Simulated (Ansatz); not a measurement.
# MgO: properties at the relaxed cell

An exercise on one series of results from a longer session: the logs are not shown, and one member is left open.

The COD entry's cell or inner coordinates are ideal or old and differ from later refinements, so a difference from it is no clean test against experiment.

Program: Ansatz 0.2.0. Level of theory: DFT PBEsol, scalar-relativistic, plane waves, PAW. These are calculated values, not measurements.

1 further run of the same task is left out (set aside as unsound or not needed).

### Starting point

Symmetry: Fm-3m, No. 225, cubic system. The conventional cell has a = 4.214 Å, b = 4.214 Å, c = 4.214 Å, α = 90.00°, β = 90.00°, γ = 90.00°. Mg (site symmetry m-3m) is surrounded by 6 O at 2.11 Å. O (site symmetry m-3m) has 6 Mg at 2.11 Å as nearest neighbours.

Coordinates:

```
CELL_PARAMETERS angstrom
0.00000 2.10713 2.10713
2.10713 0.00000 2.10713
2.10713 2.10713 0.00000
ATOMIC_POSITIONS crystal
Mg 0.00000 0.00000 0.00000
O 0.50000 0.50000 0.50000
```

This cell was relaxed beforehand with the same method: volume 9.36 Å³/atom, gap on the mesh 4.62 eV.

Set-up of the first run:

input.yaml reads:

```yaml
crystal:
  lattice:
    - [0.0, 2.1071294686, 2.1071294686]
    - [2.1071294686, 0.0, 2.1071294686]
    - [2.1071294686, 2.1071294686, 0.0]
  atoms:
    - { symbol: Mg, position: [0.0, 0.0, 0.0] }
    - { symbol: O, position: [0.5, 0.5, 0.5] }
basis:
  ecutwfc: 420
kpoints:
  mp_grid: { grid: [10, 10, 10] }
  band_path:
    path:
      - [[0.0, 0.0, 0.0], [0.5, 0.0, 0.5], [0.625, 0.25, 0.625]]
      - [[0.375, 0.375, 0.75], [0.0, 0.0, 0.0], [0.5, 0.5, 0.5], [0.5, 0.25, 0.75], [0.5, 0.0, 0.5]]
    npoints: 14
hamiltonian:
  xc: pbesol
scf:
  occupations: { method: gaussian, width: 0.02 }
  n_extra_bands: 6
output:
  forces: true
  stress: true
  eigenvalues: true
  populations: true
  dos: { projected: true, de: 0.02, nscf_kmesh: { grid: [15, 15, 15] } }
  bader: true
  write_density: true
  write_potential: true
  elf: true
  volumetric_format: npy
```

Command:

```console
> ansatz run input.yaml --threads 1 --pin off --max-ram 2560MiB --backend cpu --events-out ev --progress --plain --runs-dir out
```

Steps of the session up to this table: Bands, states and charges; Band edges anywhere in the zone; Levels beside the edges; The cell as listed, for comparison; Optical spectrum; The cell scaled to 0.97 of its volume; Volume × 1.03; Point at V/V0 = 0.94; Point at V/V0 = 1.06; Point at V/V0 = 0.91; The cell scaled to 1.10 of its volume; Volume × 0.88.

One table of the session follows, with a row left open; its other results are not shown here.

It belongs to the step «Fit of the equation of state». 

```
volume (Å³/atom)  energy above the lowest point (meV/atom)  pressure (GPa)  gap on the mesh (eV)
           8.233                                      82.2           26.19                  5.95
           8.514                                         ?               ?                     ?
           8.794                                      18.4           11.05                  5.24
           9.075                                       4.3            5.09                  4.92
           9.356                                       0.0           -0.02                  4.62
           9.636                                       4.0           -4.39                  4.34
           9.917                                      15.0           -8.15                  4.08
          10.291                                      39.1          -12.34                  3.76
```

Q: Estimate the row for volume (Å³/atom) = 8.514 from the others.

Worked estimate for «energy above the lowest point (meV/atom)». A straight line through the neighbours (8.233, 82.2) and (8.794, 18.4) gives 82.2 + (18.4 − 82.2) × (8.514 − 8.233) / (8.794 − 8.233) = 50.2; a parabola fitted to 3 rows on both sides gives 44.3.

The run gave: energy above the lowest point (meV/atom): 43.7; pressure (GPa): 18.03; gap on the mesh (eV): 5.58. In «energy above the lowest point (meV/atom)» the line misses by +6.5 and the parabola by +0.6.
